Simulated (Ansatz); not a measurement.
**La under changes of volume**

One of the cells (36.962 Å³/atom); the others are scaled copies at fixed shape and fractional positions:

```
CELL_PARAMETERS angstrom
3.75000 0.00000 0.00000
-1.87500 3.24760 0.00000
0.00000 0.00000 6.07000
ATOMIC_POSITIONS crystal
La 0.66667 0.33333 0.75000
La 0.33333 0.66667 0.25000
```

This isn't the form of La at room conditions, which is double hcp.

* Program: Ansatz 0.2.0
* Functional: PBEsol
* Potentials or basis: all-electron LAPW, scalar-relativistic
* Cutoff: 130 eV (chosen from the basis error)
* Basis error allowed: 0.0005 eV/atom
* k mesh: 8 × 8 × 5
* Occupations: fermi-dirac, width 0.05 eV
* Spin: no spin polarisation

```tsv
volume (Å³/atom)	energy over the lowest point (meV/atom)	pressure (GPa)
34.744	0.00	0.0
35.483	1.14	-0.5
36.222	4.49	-1.0
36.962	10.06	-1.4
37.701	17.78	-1.9
38.440	27.56	-2.3
39.179	?	?
```

Problem. What does the run at 39.179 Å³/atom give?

Solution. Energy over the lowest point 39.25 meV/atom; pressure -2.7 GPa.

Worked out: A Birch-Murnaghan fit of order 3 (a polynomial in V^(-2/3)) to the other rows has its minimum at 34.74 Å³/atom, just outside them, with B0 = V·E''(V) = 23 GPa (rough, since the energies scatter) at fixed shape and positions, which overstates the stiffness. It gives 39.37 meV/atom at 39.179 Å³/atom, against the run's 39.25, and -dE/dV = -2.8 GPa, against -2.7.

Energies are extrapolated to zero smearing.
